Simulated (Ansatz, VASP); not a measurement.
**Pb: VASP beside Ansatz**

The input POSCAR:

```
Pb
1.0
    3.5030470293      0.0000000000      0.0000000000
   -1.7515235146      3.0337277180      0.0000000000
    0.0000000000      0.0000000000      5.6270209464
Pb
2
Direct
    0.6666666667      0.3333333333      0.7500000000
    0.3333333333      0.6666666667      0.2500000000
```

INCAR.step1

```
SYSTEM = Pb
PREC = Accurate
ENCUT = 520
ISMEAR = -1
SIGMA = 0.05
LREAL = .FALSE.
LASPH = .TRUE.
NELM = 60
NBANDS = 21
GGA = PE
ALGO = Normal
EDIFF = 1E-4
LWAVE = .TRUE.
LCHARG = .FALSE.
```

INCAR.step2

```
SYSTEM = Pb
PREC = Accurate
ENCUT = 520
EDIFF = 1E-6
ISMEAR = -1
SIGMA = 0.05
LREAL = .FALSE.
LASPH = .TRUE.
NELM = 60
ALGO = Normal
ISIF = 2
LWAVE = .FALSE.
LCHARG = .FALSE.
METAGGA = R2SCAN
LMIXTAU = .TRUE.
NBANDS = 21
ISTART = 1
```

KPOINTS

```
regular mesh
0
G
  9 9 5
  0 0 0
```

Contents of input.yaml:

```yaml
crystal:
  lattice:
    - [3.5030470293, 0.0, 0.0]
    - [-1.7515235146, 3.033727718, 0.0]
    - [0.0, 0.0, 5.6270209464]
  atoms:
    - { symbol: Pb, position: [0.6666666667, 0.3333333333, 0.75] }
    - { symbol: Pb, position: [0.3333333333, 0.6666666667, 0.25] }
hamiltonian:
  xc: r2scan
  pseudopotentials: { kind: paw }
kpoints:
  mp_grid: { grid: [9, 9, 5] }
scf:
  occupations: { method: fermi_dirac, width: 0.05 }
output:
  forces: true
  stress: true
  eigenvalues: true
```

This isn't the form of Pb at room conditions, which is fcc.

Alike in both runs: task single point; functional r2SCAN; k mesh 9 × 9 × 5; occupations fermi-dirac, width 0.05 eV; no spin polarisation.

|  | VASP | Ansatz |
| --- | --- | --- |
| version | VASP 6.6.1 | Ansatz 0.2.0 |
| potentials or method | VASP PAW PBE potentials, release 64 (Pb_d) | Ansatz PAW |
| plane-wave cutoff (eV) | 520 | 500 |
| valence electrons in the cell | 28 | 28 |

```csv
,VASP,Ansatz,Ansatz less VASP
gap on the k mesh at the Fermi level (eV),none,none,-
pressure (GPa),1.8,1.8,-0.01
largest component of the traceless stress (GPa),2.46,2.48,+0.024
```

A gap of «none» marks a metal or a gap that the smearing closes.

Caveats: the PAW data sets were made with another functional, which shifts forces and pressure a little (VASP); the PAW data sets come from PBE, with cores solved anew for the run's functional, which leaves a small shift of forces and pressure (Ansatz). Spin-orbit coupling is left out, which matters for the levels of Pb.
